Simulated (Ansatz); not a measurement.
Sb2Te3 (Bi2Te3 type, space group R-3m)

```cif
data_Sb6Te9
_chemical_formula_sum 'Sb6 Te9'
_space_group_name_H-M_alt 'R-3m :H'
_space_group_IT_number 166
_space_group_name_Hall '-R 3 2"'
_cell_length_a 4.27643
_cell_length_b 4.27643
_cell_length_c 29.82580
_cell_angle_alpha 90.000
_cell_angle_beta 90.000
_cell_angle_gamma 120.000
loop_
_atom_site_label
_atom_site_type_symbol
_atom_site_symmetry_multiplicity
_atom_site_Wyckoff_symbol
_atom_site_fract_x
_atom_site_fract_y
_atom_site_fract_z
_atom_site_occupancy
Sb1 Sb 6 c 0.00000 0.00000 0.39906 1
Te1 Te 3 a 0.00000 0.00000 0.00000 1
Te2 Te 6 c 0.00000 0.00000 0.21016 1
```
(The calculation used a cell of 5 atoms; values per cell refer to that cell.)

Equation-of-state scan: isotropic scaling of the cell above, V₀ being its volume. The atoms relax within the cell's symmetry.

The numbers are results of PBE-D3(BJ) (plane waves to 420 eV, PAW, scalar-relativistic; Ansatz, an electronic-structure program), not measurements. k mesh 9×9×9 (Γ-centred), Fermi-Dirac smearing 0.05 eV. The energy includes the smearing's −TS. Sb2Te3 was relaxed with its symmetry unable to fall. Spin-orbit coupling is left out, though Sb and Te are heavy. The PAW data are Ansatz's earlier set. ΔE is measured from the relaxed starting cell.

Problem. Give the computed ΔE (kJ/mol of atoms) at V/V₀ = 0.950, 0.967, 0.983, 1.017, 1.033, 1.067, 1.083, 1.100.

Solution. 
```tsv
V/V₀	ΔE (kJ/mol of atoms)
0.950	1.1
0.967	0.5
0.983	0.1
1.017	0.1
1.033	0.4
1.067	1.4
1.083	2.2
1.100	3.0
```

(Under strain, the slope of the energy per volume gives the stress and its curvature an elastic modulus.)
